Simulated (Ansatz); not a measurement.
## B6As — B-11 NMR of the central transition

Cell: a Materials Project structure (computed, not necessarily an observed phase), atoms as given.

Space group R-3m:H (No. 166); a = 6.1368, c = 11.8948 Å, γ = 120.00°.

| site | Wyckoff | site symmetry | x | y | z |
| --- | --- | --- | --- | --- | --- |
| B1 | 18h | .m | 0.8968 | 0.7936 | 0.1185 |
| B3 | 18h | .m | 0.1831 | 0.8169 | 0.6387 |
| As | 6c | 3m | 0.0000 | 0.0000 | 0.6006 |

One atom of each set is listed; the run and its k-mesh use a cell of 14 atoms with edges of 5.32, 5.32, 5.32 Å.

The numbers come from a DFT calculation in Ansatz (PBEsol, plane waves and PAW, scalar-relativistic, 420 eV cutoff, Γ-centred 6×6×6 k-points, Fermi–Dirac smearing 0.05 eV).

B-11 has I = 3/2 and Q = 40.59 mb (Pyykkö 2018); at 7.05 T its Larmor frequency is ν₀ = 96.3 MHz. Only the quadrupole interaction is simulated: positions count from each site's isotropic chemical shift, and J coupling is left out, as are shift anisotropy and dipolar coupling, which fast spinning averages.

Question: Simulate the second-order pattern (fast magic-angle spinning, Gaussian broadening 0.04 kHz) of site B1 (6 B at 1.77–1.90 Å).

Answer: The calculation gives C_Q = -1.22 MHz and η = 0.26, so ν_Q = 0.608 MHz and the centre of gravity lies at -4.07 ppm (-0.392 kHz).

(offset (kHz), height): (-1.0132, 0), (-0.9812, 2), (-0.9492, 7), (-0.9172, 8), (-0.8852, 8), (-0.8532, 8), (-0.8212, 8), (-0.7892, 9), (-0.7572, 9), (-0.7252, 10), (-0.6932, 17), (-0.6613, 36), (-0.6293, 48), (-0.5973, 60), (-0.5653, 86), (-0.5333, 84), (-0.5013, 67), (-0.4693, 61), (-0.4373, 58), (-0.4053, 57), (-0.3733, 58), (-0.3413, 59), (-0.3093, 63), (-0.2773, 70), (-0.2453, 85), (-0.2134, 100), (-0.1814, 82), (-0.1494, 67), (-0.1174, 58), (-0.0854, 38), (-0.0534, 7), (-0.0214, 0)
